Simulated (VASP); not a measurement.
A run of VASP 6.6.1 is set up as follows.

INCAR

```
SYSTEM = Si2Mo
PREC = Accurate
ENCUT = 600
EDIFF = 1E-7
ISMEAR = 1
SIGMA = 0.1
LREAL = .FALSE.
LASPH = .TRUE.
NELM = 80
ALGO = Normal
ISIF = 3
LWAVE = .FALSE.
LCHARG = .FALSE.
GGA = PS
IBRION = 2
NSW = 90
EDIFFG = -0.005
KPAR = 4
```

Contents of KPOINTS:

```
regular mesh
0
G
  16 16 16
  0 0 0
```

Contents of POSCAR:

```
Si2Mo                                   
1.0
   -1.5959790376      1.5959790376      3.9127492963
    1.5959790376     -1.5959790376      3.9127492963
    1.5959790376      1.5959790376     -3.9127492963
  Si              Mo            
     2     1
Direct
     0.3350698542451081    0.3350698542451081    0.0000000000000000
     0.6649301457548918    0.6649301457548918    0.0000000000000000
     0.0000000000000000    0.0000000000000000    1.0000000000000000
```

Potentials or basis: VASP PAW PBE potentials, release 64 (Si, Mo_sv).

The run is started by

```console
$ cat potpaw_PBE.64/Si/POTCAR potpaw_PBE.64/Mo_sv/POTCAR > POTCAR
$ mpirun -np 4 vasp_std > vasp.out
```

Problem. What does it give for the band gap on the k mesh?

Solution. None (metal or under the smearing width).

Problem. What does it give for the relaxed volume?

Solution. 13.29 Å³/atom.

Problem. Predict the space group after relaxing (to 0.05 Å).

Solution. I4/mmm (No. 139).

Problem. Predict the relaxed cell.

Solution. a = 4.516 Å, b = 4.516 Å, c = 4.516 Å, α = 138.61°, β = 138.61°, γ = 59.96°.

Final structure:
```xyz
3
Lattice="-1.5959 1.5959 3.9121 1.5959 -1.5959 3.9121 1.5959 1.5959 -3.9121" Properties=species:S:1:pos:R:3 pbc="T T T"
Si    0.0000    0.0000    2.6217
Si    0.0000    0.0000    5.2025
Mo    0.0000    0.0000    0.0000
```

Caveat: the PAW data sets were made with another functional, which shifts forces and pressure a little.
